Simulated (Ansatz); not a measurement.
Wanted: the native input for an Ansatz 0.2.0 run.

```
Task                : relaxation of cell and atoms
Functional          : RPBE
Dispersion          : D4
Potentials or basis : Ansatz PAW
Cutoff              : 420 eV (not typed: the program's choice for these potentials)
k mesh              : 7 × 5 × 3
Occupations         : fermi-dirac, width 0.05 eV
Spin                : no spin polarisation
```

The system is TiO2.

```
Ti O
1.0
     2.96826    0.00000    0.00000
     0.00021    4.70761    0.00000
     1.48357    0.24235    7.08346
Ti O
3 6
Direct
  0.00337 0.00039 0.00070
  0.34464 0.48026 0.31696
  0.66171 0.52047 0.68450
  0.44004 0.18544 0.12854
  0.77793 0.29773 0.45188
  0.10124 0.30895 0.80624
  0.90650 0.69184 0.19517
  0.22941 0.70301 0.54951
  0.56803 0.81530 0.87283
```

The cell comes from a database or a generator and needn't be the stable form of this composition.

The input as run:

input.yaml

```yaml
crystal:
  lattice:
    - [2.9682645463, 0.0, 0.0]
    - [0.0002080834, 4.7076067549, 0.0]
    - [1.4835696211, 0.242353462, 7.0834647979]
  atoms:
    - { symbol: Ti, position: [0.00337187, 0.00038881, 0.00070319] }
    - { symbol: Ti, position: [0.34464021, 0.48025965, 0.31695987] }
    - { symbol: Ti, position: [0.66170814, 0.52047436, 0.68449636] }
    - { symbol: O, position: [0.44003816, 0.18543769, 0.1285388] }
    - { symbol: O, position: [0.77792634, 0.29772875, 0.45187807] }
    - { symbol: O, position: [0.10123624, 0.30895342, 0.80624322] }
    - { symbol: O, position: [0.90649721, 0.69183699, 0.19517157] }
    - { symbol: O, position: [0.22940715, 0.70300728, 0.54951473] }
    - { symbol: O, position: [0.56802567, 0.81530006, 0.87282718] }
hamiltonian:
  xc: rpbe
  pseudopotentials: { kind: paw }
  dispersion: d4
kpoints:
  mp_grid: { grid: [7, 5, 3] }
scf:
  occupations: { method: fermi_dirac, width: 0.05 }
output:
  forces: true
  stress: true
  eigenvalues: true
  write_density: true
  write_potential: true
  elf: true
  volumetric_format: npy
relax:
  f_tol: 0.01
  max_steps: 40
  cell: { stress_tol: 0.05 }
```

Potentials or basis: Ansatz PAW.

The run is started by

```console
$ ansatz run input.yaml --threads 4 --pin off --max-ram 11264MiB --backend cpu --events-out ev --progress --plain --runs-dir out
```

Results of the run:

The relaxed volume is 10.94 Å³/atom. The relaxed cell is a = 2.968 Å, b = 4.671 Å, c = 7.261 Å, α = 88.41°, β = 78.21°, γ = 90.00° and the space group after relaxing (to 0.05 Å) is C2/m (No. 12). The energy gained by relaxing is 0.3 meV/atom, the ionic steps are 9 and the pressure after relaxing is 0.0 GPa. The band gap on the k mesh is 2.34 eV, indirect (least direct gap 2.35 eV).

Caveat: odd divisions of the mesh miss points on the zone boundary, where band edges often lie, so the gap on the mesh can be too wide; the plane-wave basis is chosen anew once the cell has moved, so the energies of steps on either side of that aren't comparable; the pressure holds a Pulay correction of +0.6 GPa for the finite cutoff; the PAW data sets come from PBE, with cores solved anew for the run's functional, which leaves a small shift of forces and pressure.

Run time: 67 s on 4 threads of Arm Neoverse V2, on a shared host, peak memory 0.52 GiB.
